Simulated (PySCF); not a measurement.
Below is a simulated gas-phase O 1s photoelectron spectrum of `CC(=O)O`.

Every computed line was given a Gaussian of 0.7 eV full width at half maximum and an area set by the number of equivalent atoms; the highest printed point is 100. Computed with delta-SCF UKS SCAN, pcX-2 on the ionised atom, pcseg-1 elsewhere, spin-free X2C in PySCF.

| binding energy (eV) | intensity |
| --- | --- |
| 537.1 | 1 |
| 537.2 | 2 |
| 537.3 | 4 |
| 537.4 | 9 |
| 537.5 | 17 |
| 537.6 | 30 |
| 537.7 | 48 |
| 537.8 | 69 |
| 537.9 | 87 |
| 538.0 | 98 |
| 538.1 | 99 |
| 538.2 | 89 |
| 538.3 | 72 |
| 538.4 | 52 |
| 538.5 | 33 |
| 538.6 | 19 |
| 538.7 | 10 |
| 538.8 | 4 |
| 538.9 | 2 |
| 539.0 | 1 |
| 539.1 | 0 |
| 539.2 | 0 |
| 539.3 | 1 |
| 539.4 | 2 |
| 539.5 | 6 |
| 539.6 | 12 |
| 539.7 | 23 |
| 539.8 | 39 |
| 539.9 | 58 |
| 540.0 | 78 |
| 540.1 | 93 |
| 540.2 | 100 |
| 540.3 | 96 |
| 540.4 | 82 |
| 540.5 | 62 |
| 540.6 | 42 |
| 540.7 | 26 |
| 540.8 | 14 |
| 540.9 | 7 |
| 541.0 | 3 |
| 541.1 | 1 |
| 541.2 | 0 |

Task: How many maxima does the curve show, and how many computed lines lie under it?

Result: The curve has 2 maxima (at 538.1 and 540.2 eV). Under it lie 2 lines from 2 inequivalent oxygen sites.

Task: Decompose the envelope and assign each component. Numbering: `[CH3:1][C:2](=[O:3])[OH:4]`.

Result: 
```csv
position (eV),relative area,line,atoms,environment
538.06,1,O 1s,O3,acid carbonyl oxygen
540.21,1,O 1s,O4,acid hydroxyl oxygen
```

Task: Above which line width would these two lines show one maximum?

Result: Two equal Gaussians merge once their distance is under 2σ = FWHM/1.177. With 2.15 eV between them that is a full width over 2.53 eV.

The listed O 1s values span 2.15 eV, from O3 (bonded to C (double bond)) to O4 (bonded to C and H). Summing the Pauling electronegativity differences to the bonded atoms, each weighted by its formal bond order, gives -1.78 for the lowest site and -2.13 for the highest; the largest sum, -1.78, belongs to O3, 2.15 eV below the top. The smallest sum, -2.13, belongs to O4, 2.15 eV above the lowest.

The curve has no shake-up lines and no vibrational structure. Isolated species at its PBE0-D3(BJ)/def2-SVP geometry (one conformer only).

Conformer computed: `[CH3:1][C:2](=[O:3])[OH:4]`: H–O4–C2–C1 -179°.
